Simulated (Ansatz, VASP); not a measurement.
# One calculation of BN, two programs

Contents of INCAR:

```
SYSTEM = BN
PREC = Accurate ; ENCUT = 520
EDIFF = 1E-8 ; ISMEAR = -1
SIGMA = 0.02 ; LREAL = .FALSE.
LASPH = .TRUE. ; NELM = 80
ALGO = Normal ; ISIF = 2
LWAVE = .FALSE. ; LCHARG = .FALSE.
GGA = CA ; LEFG = .TRUE.
NBANDS = 11
```

KPOINTS

```
regular mesh
0
G
  11 11 11
  0 0 0
```

The input POSCAR:

```
BN
1.0
    0.0000000000      1.8429501765      1.8429501765
    1.8429501765      0.0000000000      1.8429501765
    1.8429501765      1.8429501765      0.0000000000
B N
1 1
Direct
    0.0000000000      0.0000000000      0.0000000000
    0.7500000000      0.7500000000      0.7500000000
```

Input for Ansatz:

```yaml
crystal:
  lattice:
    - [0.0, 1.8429501765, 1.8429501765]
    - [1.8429501765, 0.0, 1.8429501765]
    - [1.8429501765, 1.8429501765, 0.0]
  atoms:
    - { symbol: B, position: [0.0, 0.0, 0.0] }
    - { symbol: "N", position: [0.75, 0.75, 0.75] }
kpoints:
  mp_grid: { grid: [11, 11, 11] }
scf:
  occupations: { method: fermi_dirac, width: 0.02 }
hamiltonian:
  xc: lda
  pseudopotentials: { kind: all_electron, datasets: crystal }
output:
  forces: true
  stress: true
  eigenvalues: true
  efg: { contact_densities: true }
```

Change from the starting cell: volume scaled by 1.06, crystal datasets.

Alike in both runs: task electric field gradients; functional LDA; k mesh 11 × 11 × 11; occupations fermi-dirac, width 0.02 eV; no spin polarisation.

```csv
,VASP,Ansatz
version,VASP 6.6.1,Ansatz 0.2.0
potentials or method,"VASP PAW LDA potentials, release 64 (B, N)","all-electron PAW with datasets made for the crystal, scalar-relativistic"
plane-wave cutoff (eV),520,see its input
```

VASP gave:

* gap on the k mesh at the Fermi level (eV): 4.37
* pressure (GPa): -29.2
* Vzz of the field gradient on the site that differs most (V/Å²): 0.0

Problem. Estimate Ansatz's values.

Solution. gap on the k mesh at the Fermi level (eV): 4.38; pressure (GPa): -29.8; Vzz of the field gradient on the site that differs most (V/Å²): 0.0.

Ansatz ran all-electron here, so the differences hold the error of VASP's frozen core and of both bases.

Caveats: so large a pressure means that the cell lies far from this level's equilibrium, or that cutoff or potentials fall short (VASP); an odd mesh through Γ misses points on the zone boundary, where band edges often lie.
